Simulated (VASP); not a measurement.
Here is a VASP 6.6.1 calculation.

The input POSCAR:

```
Ti
1.0
    2.9357968502      0.0000000000      0.0000000000
   -1.4678984251      2.5424746526      0.0000000000
    0.0000000000      0.0000000000     23.9542898186
Ti
4
Direct
    0.6666666667      0.3333333333      0.3548424965
    0.3333333333      0.6666666667      0.4516141655
    0.6666666667      0.3333333333      0.5523786701
    0.3333333333      0.6666666667      0.6423257677
```

Contents of INCAR.step1:

```
SYSTEM = Ti
ALGO = Normal ; DIPOL = 0.5 0.5 0.500
EDIFF = 1E-4 ; ENCUT = 520
GGA = PE ; IDIPOL = 3
ISMEAR = 0 ; LASPH = .True.
LCHARG = .False. ; LDIPOL = .True.
LREAL = .False. ; LWAVE = .True.
NBANDS = 32 ; NELM = 100
PREC = Accurate ; SIGMA = 0.1
```

Contents of INCAR.step2:

```
SYSTEM = Ti
ALGO = Normal ; DIPOL = 0.5 0.5 0.500
EDIFF = 1E-7 ; ENCUT = 520
IDIPOL = 3 ; ISIF = 2
ISMEAR = 0 ; ISTART = 1
LASPH = .True. ; LCHARG = .False.
LDIPOL = .True. ; LMIXTAU = .True.
LREAL = .False. ; LWAVE = .False.
METAGGA = R2SCAN ; NBANDS = 32
NELM = 100 ; PREC = Accurate
SIGMA = 0.1
```

KPOINTS

```
k-points
0
Gamma
  12 12 1
  0 0 0
```

Potentials or basis: VASP PAW PBE potentials, release 64 (Ti_sv).

Run with:

```bash
$ cat potpaw_PBE.64/Ti_sv/POTCAR > POTCAR
$ cp INCAR.step1 INCAR
$ mpirun -np 1 vasp_std > vasp.out
$ cp INCAR.step2 INCAR
$ mpirun -np 1 vasp_std > vasp.out
```

Task: What does it give for the band gap on the k mesh?

Result: None (metal or under the smearing width).

Task: Predict the largest force.

Result: 0.630 eV/Å.

Forces on the atoms (eV/Å):
```
Ti   0.000  0.000  0.608
Ti   0.000  0.000 -0.630
Ti   0.000  0.000 -0.027
Ti   0.000  0.000  0.049
```

Caveat: the PAW data sets were made with another functional, which shifts forces and pressure a little.
